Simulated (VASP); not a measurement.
Wanted: the native input for a VASP 6.6.1 run.

- Task: relaxation of shape and atoms at fixed volume
- Functional: PBE
- Potentials or basis: VASP PAW PBE potentials, release 64 (Zr_sv)
- Cutoff: 600 eV
- k mesh: 9 × 9 × 12
- Occupations: methfessel-paxton, width 0.1 eV
- Spin: no spin polarisation
- Further INCAR settings: ALGO = Fast; EDIFF = 1e-07; IBRION = 2; EDIFFG = -0.01; NSW = 40; ISIF = 4

The structure of Zr lies in POSCAR:

```
Zr                                      
1.0
    5.1372969508      0.0000000000      0.0000000000
   -2.5686484753      4.4490296639      0.0000000000
    0.0000000000      0.0000000000      3.2159126149
  Zr            
     3
Direct
     0.6666666699999979    0.3333333300000021    0.5000000000000000
     0.3333333300000021    0.6666666699999979    0.5000000000000000
     0.0000000000000000    0.0000000000000000    0.0000000000000000
```

The cell was built by a generator and needn't be a form met in nature.

The cell isn't the ideal one: a relaxed cell with its volume scaled by 1.06.

These files were run (other wordings do the same):

INCAR

```
  PREC = Accurate
  ENCUT = 600
  EDIFF = 1E-7
  ISMEAR = 1
  SIGMA = 0.1
  LREAL = F
  LASPH = T
  NELM = 80
  ALGO = Fast
  ISIF = 4
  LWAVE = F
  LCHARG = F
  GGA = PE
  IBRION = 2
  NSW = 40
  EDIFFG = -0.01
```

KPOINTS

```
regular mesh
0
Gamma
  9 9 12
```

Potentials or basis: VASP PAW PBE potentials, release 64 (Zr_sv).

Launch:

```sh
$ cat potpaw_PBE.64/Zr_sv/POTCAR > POTCAR
$ mpirun -np 1 vasp_std > vasp.out
```

Results of the run:

| Item | Value |
| --- | --- |
| Energy gained by relaxing | 0.0 meV/atom |
| Ionic steps | 2 |
| Pressure after relaxing | -5.0 GPa |
| Band gap on the k mesh | none (metal or under the smearing width) |

Run time: 5.6 min on 1 thread of Intel(R) Xeon(R) Platinum 8488C (Sapphire Rapids), on a shared host, peak memory 0.3 GiB.
